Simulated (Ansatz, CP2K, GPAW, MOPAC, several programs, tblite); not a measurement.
# PbSe from cheap methods to r2SCAN

How much accuracy does each second buy? PbSe is computed with 11 methods, from the cheapest up to r2SCAN.

Program: MOPAC, tblite, CP2K, GPAW, Ansatz (versions at each run). Level of theory: no spin polarisation, static lattice; gaps from single points on the cell relaxed beforehand with r²SCAN. These are calculated values, not measurements.

**1. The system as given**

The structure is cubic, space group F-43m (No. 216). Conventional cell: a = 6.846 Å, b = 6.846 Å, c = 6.846 Å, α = 90.00°, β = 90.00°, γ = 90.00°. Around Pb (site symmetry -43m) lie 4 Se at 2.96 Å. Around Se (site symmetry -43m) lie 4 Pb at 2.96 Å.

Structure file:

```
Pb Se
1.0
     0.00000    3.42320    3.42320
     3.42320    0.00000    3.42320
     3.42320    3.42320    0.00000
Pb Se
1 1
Direct
  0.00000 0.00000 0.00000
  0.25000 0.25000 0.25000
```

The structure type (zincblende) is imposed and need not be the compound's stable one.

**Question.** The methods are PM6, PM7, GFN1-xTB (tblite), GFN2-xTB (tblite), PBE/DZVP, PBE/single-zeta, PBE/SZV, coarse PBE, GLLB-SC, PBE, r2SCAN. What gap does r2SCAN give on this cell, and which other methods (full PBE left aside) come nearest to r2SCAN and farthest in gap, volume and bulk modulus?

| quantity | value |
| --- | --- |
| r2SCAN | gap 0.79 eV, 40.11 Å³/atom, B₀ 34 GPa |
| gap: nearest and farthest of the other methods | PBE/SZV (+0.01 eV), PM7 (+3.42 eV) |
| volume: nearest and farthest of the other methods | PBE/DZVP (+2.2 %), GFN1-xTB (tblite) (-8.1 %) |
| bulk modulus: nearest and farthest of the other methods | GFN2-xTB (tblite) (+2 %), GFN1-xTB (tblite) (+60 %) |

In words: Among the 8 methods compared for the gap (full PBE left aside), PBE/SZV is nearest to r2SCAN and PM7 farthest. Among the 5 methods compared for the volume (full PBE left aside), PBE/DZVP is nearest to r2SCAN and GFN1-xTB (tblite) farthest. For the bulk modulus, of the 5 methods compared (full PBE left aside), GFN2-xTB (tblite) comes nearest to r2SCAN and GFN1-xTB (tblite) is farthest. A minimal basis or a coarse cutoff and mesh shifts results by its own error, so closeness to r2SCAN can be chance. Cluster runs see only the k-points that fold onto the zone centre, so their gaps can miss the band edges. GLLB-SC is compared with its derivative discontinuity added. PM6 ended in an unphysical state and is left out of the comparison. No volume is given for PBE/single-zeta, coarse PBE, which can hide a larger miss. CPU times run from 1 s (coarse PBE) to 13 s (GLLB-SC). On this cell GLLB-SC cost more than r2SCAN itself (9.7 s), so it is no saving here. r2SCAN is a yardstick, not the truth: it usually gives gaps below the measured ones. Spin-orbit coupling is left out throughout.
